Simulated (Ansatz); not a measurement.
Zinc-blende AlSb, relaxed in Ansatz (plane waves) with several semilocal functionals. Each gives its own volume and its own zone-centre TO phonon frequency:

```csv
level,V0 (Å³/atom),TO(Γ) frequency (cm⁻¹),ln V0,ln ω_TO
LDA,28.472,315.5,3.3489,5.7542
PBEsol,29.180,311.0,3.3735,5.7398
r²SCAN,29.464,314.1,3.3832,5.7497
PBE,30.151,303.7,3.4062,5.7160
RPBE,30.914,298.6,3.4312,5.6991
```

Problem. Fit a straight line to ln ω_TO against ln V0. What does it predict for r²SCAN+rVV10, whose volume is 29.188 Å³/atom?

Solution. With x = ln V0 and y = ln ω_TO: means 3.38860 and 5.73176; Σ(Δx Δy) = -0.002778, Σ(Δx²) = 0.003958, so the slope is -0.702. At x = 3.3738 the line gives y = 5.73176 + (-0.702) × (3.3738 − 3.38860) = 5.7421, or 311.7 cm⁻¹. The run with r²SCAN+rVV10 gives 317.0 cm⁻¹, +1.7 % from the line. The rows used scatter about it by up to 1.4 %, while the largest value lies 6 % above the smallest.

Measured: 323 cm⁻¹ (measured, temperature not stated, not corrected to a static lattice; as tabulated in Giannozzi et al., Phys. Rev. B (1991)).

Ansatz's density-functional and Hartree–Fock values are scalar-relativistic unless marked +SOC, with PAW data made under PBE.

Ansatz is a quantum-chemistry and plane-wave program.
